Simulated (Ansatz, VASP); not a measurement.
Two plane-wave programs on SiC (Moissanite 3C)

Contents of INCAR:

```
SYSTEM = SiC
PREC = Accurate ; ENCUT = 520
EDIFF = 1E-6 ; ISMEAR = -1
SIGMA = 0.02 ; LREAL = .False.
LASPH = .True. ; NELM = 80
ALGO = Normal ; ISIF = 2
LWAVE = .False. ; LCHARG = .False.
GGA = PE ; NBANDS = 11
```

KPOINTS

```
Automatic mesh
0
Gamma
  10 10 10
  0 0 0
```

Contents of POSCAR:

```
SiC
1.0
    0.0000000000      2.1780503294      2.1780503294
    2.1780503294      0.0000000000      2.1780503294
    2.1780503294      2.1780503294      0.0000000000
Si C
1 1
Direct
    0.0000000000      0.0000000000      0.0000000000
    0.2500000000      0.2500000000      0.2500000000
```

Input for Ansatz:

```yaml
crystal:
  lattice:
    - [0.0, 2.1780503294, 2.1780503294]
    - [2.1780503294, 0.0, 2.1780503294]
    - [2.1780503294, 2.1780503294, 0.0]
  atoms:
    - { symbol: Si, position: [0.0, 0.0, 0.0] }
    - { symbol: C, position: [0.25, 0.25, 0.25] }
kpoints:
  mp_grid: { grid: [10, 10, 10] }
  band_path:
    path:
      - [[0.0, 0.0, 0.0], [-0.5, -0.5, -3.012001790631e-34], [-0.375, -0.375, 0.25]]
      - [[-0.375, 1.926237003456e-17, 0.375], [0.0, 0.0, 0.0], [-9.669382786259e-18, -9.669382786259e-18, 0.5], [-0.5, -0.25, 0.25], [-0.5, -0.5, -3.012001790631e-34]]
    npoints: 10
hamiltonian:
  xc: pbe
scf:
  occupations: { method: fermi_dirac, width: 0.02 }
  n_extra_bands: 4
output:
  forces: true
  stress: true
  eigenvalues: true
```

Alike in both runs: task single point; functional PBE; k mesh 10 × 10 × 10; occupations fermi-dirac, width 0.02 eV; no spin polarisation.

|  | VASP | Ansatz |
| --- | --- | --- |
| version | VASP 6.6.1 | Ansatz 0.2.0 |
| potentials or method | VASP PAW PBE potentials, release 64 (Si, C) | plane waves, PAW |
| plane-wave cutoff (eV) | 520 | 420 |
| valence electrons in the cell | 8 | 8 |

Ansatz gave:

- gap on the k mesh at the Fermi level (eV): 1.36
- pressure (GPa): 3.6

Question: Which values does VASP return?

Answer: gap on the k mesh at the Fermi level (eV): 1.36; pressure (GPa): 3.5.

A k mesh can miss the band edges. As with any semilocal functional, this PBE gap is likely too small.
